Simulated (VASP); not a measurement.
Here is a VASP 6.6.1 calculation.

Contents of INCAR:

```
SYSTEM = Hf
  PREC = Accurate
  ENCUT = 600
  EDIFF = 1E-6
  ISMEAR = -1
  SIGMA = 0.05
  LREAL = .FALSE.
  LASPH = .TRUE.
  NELM = 60
  ALGO = Fast
  ISIF = 3
  LWAVE = .FALSE.
  LCHARG = .FALSE.
  GGA = RP
  IVDW = 13
  IBRION = 2
  NSW = 60
  EDIFFG = -0.005
```

KPOINTS

```
Automatic mesh
0
G
  9 9 9
  0 0 0
```

Contents of POSCAR:

```
Hf
1.0
    2.9138100000      0.0000000000      0.0000000000
    0.0000000000      2.9138100000      0.0000000000
    0.0000000000      0.0000000000      2.9138100000
Hf
1
Direct
    0.5000000000      0.5000000000      0.5000000000
```

Potentials or basis: VASP PAW PBE potentials, release 64 (Hf_pv).

The run is started by

```sh
$ cat potpaw_PBE.64/Hf_pv/POTCAR > POTCAR
$ mpirun -np 1 vasp_std > vasp.out
```

(1) What does it give for the space group after relaxing (to 0.05 Å)?

(2) Predict the dispersion energy per atom.

Results:

(1) Pm-3m (No. 221).

(2) -0.299 eV.
